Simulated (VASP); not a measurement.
NaCl: relaxation of cell and atoms with PBEsol

NaCl:

```
Na Cl
1.0
     2.99843    0.00000    0.00000
     0.00000    2.99843    0.00000
     0.00000    0.00000    2.99843
Na Cl
1 1
Direct
  0.00000 0.00000 0.00000
  0.50000 0.50000 0.50000
```

Measurements of this composition are mostly on another form, of space group No. 225.

| Item | Value |
| --- | --- |
| Program | VASP 6.6.1 |
| Task | relaxation of cell and atoms |
| Functional | PBEsol |
| Potentials or basis | VASP PAW PBE potentials, release 64 (Na_pv, Cl) |
| Cutoff | 600 eV |
| k mesh | 8 × 8 × 8 |
| Occupations | gaussian, width 0.02 eV |
| Spin | no spin polarisation |
| Target pressure | 32 GPa |
| Dipole correction | no |
| Further INCAR settings | ALGO = Fast; EDIFF = 1e-06; IBRION = 2; EDIFFG = -0.002; NSW = 100; ISIF = 3 |
| Target pressure | 32 GPa |

```json
{
  "Relaxed volume": "13.50 Å³/atom",
  "Relaxed cell": "a = 3.000 Å, b = 3.000 Å, c = 3.000 Å, α = 90.00°, β = 90.00°, γ = 90.00°",
  "Space group after relaxing (to 0.05 Å)": "Pm-3m (No. 221)",
  "Energy change on relaxing (the enthalpy is what falls)": "-3.8 meV/atom",
  "Ionic steps": "6",
  "Pressure after relaxing": "32.0 GPa",
  "Band gap on the k mesh": "4.71 eV, direct"
}
```

Step by step:
```
step  energy change (eV)  largest force (eV/Å)  pressure (GPa)  volume (Å³)
   1              0.0000                0.0000           32.33        26.96
   2             -0.0218                0.0000           31.59        27.07
   3             -0.0102                0.0000           32.03        27.01
   4             -0.0109                0.0000           31.96        27.01
   5             -0.0105                0.0000           31.95        27.01
   6             -0.0076                0.0000           32.00        27.00
```

Final structure:
```xyz
2
Lattice="2.9998 0.0000 0.0000 0.0000 2.9998 0.0000 0.0000 0.0000 2.9998" Properties=species:S:1:pos:R:3 pbc="T T T"
Na    0.0000    0.0000    0.0000
Cl    1.4999    1.4999    1.4999
```

Levels at points of the mesh, in eV from the valence-band top:
| k point | band 3 | band 4 | band 5 | band 6 | band 7 | band 8 | band 9 | band 10 | band 11 |
| --- | --- | --- | --- | --- | --- | --- | --- | --- | --- |
| (0.00, 0.00, 0.00) | -22.14 | -15.83 | -1.04 | -1.04 | -1.04 | 6.08 | 7.21 | 7.21 | 17.44 |
| (0.50, 0.00, 0.00) | -22.11 | -14.62 | -5.80 | -0.61 | -0.61 | 8.43 | 9.67 | 12.20 | 12.56 |
| (0.50, 0.50, 0.00) | -22.09 | -13.98 | -4.50 | -4.50 | 0.00 | 4.71 | 10.48 | 12.84 | 12.84 |
| (0.50, 0.50, 0.50) | -22.26 | -13.09 | -3.91 | -3.91 | -3.91 | 6.49 | 6.49 | 6.49 | 15.56 |

It took 11 s on 1 thread of Intel(R) Xeon(R) 6975P-C (Granite Rapids), with other jobs on the host, peak memory 0.14 GiB.

Caveat: the cell is relaxed towards a set pressure, so the enthalpy falls and the energy may rise; the PAW data sets were made with another functional, which shifts forces and pressure a little. As with any semilocal functional, this PBEsol gap is likely too small.
